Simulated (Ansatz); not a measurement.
Runs of Ansatz 0.2.0 on Ir. Symmetry: Fm-3m, No. 225, cubic system. Conventional cell: a = 3.831 Å, b = 3.831 Å, c = 3.831 Å, α = 90.00°, β = 90.00°, γ = 90.00°. Ir (site symmetry m-3m) is surrounded by 12 Ir at 2.71 Å. 

```csv
task,level,cell,k mesh,cutoff (eV),mesh quality,gap on the mesh (eV),pressure (GPa),relaxed volume (Å³/atom)
relaxation of cell and atoms,PBEsol0,relaxed,6 × 6 × 6,420,coarse,none,0.0,(a)
relaxation of cell and atoms,BLYP+D3(BJ),relaxed,12 × 12 × 12,420,not flagged,-,0.0,(b)
relaxation of cell and atoms,revPBE+D3(BJ),relaxed,12 × 12 × 12,420,not flagged,-,0.0,13.97
single point,r2SCAN0,as given,6 × 6 × 6,500,coarse,none,-6.3,-
relaxation of cell and atoms,HSE06,relaxed,6 × 6 × 6,420,coarse,none,0.0,14.00
```

Alike in all rows: potentials or basis Ansatz PAW; no spin polarisation; smearing fermi-dirac 0.05 eV.

**Question.** Estimate the missing entries.

**Answer.** (a) 13.73; (b) 14.36.

Caveats: some runs use coarse meshes; the PAW data sets come from PBE, with cores solved anew for the run's functional, which leaves a small shift of forces and pressure; the plane-wave basis is chosen anew once the cell has moved, so the energies of steps on either side of that aren't comparable (some runs); the thresholds are loose for stress (some runs).

A k mesh can miss the band edges, and the runs leave out spin-orbit coupling on Ir.

A gap of «none» marks a metal or a gap under the smearing width.

Runs at the PBE level aren't shown here.
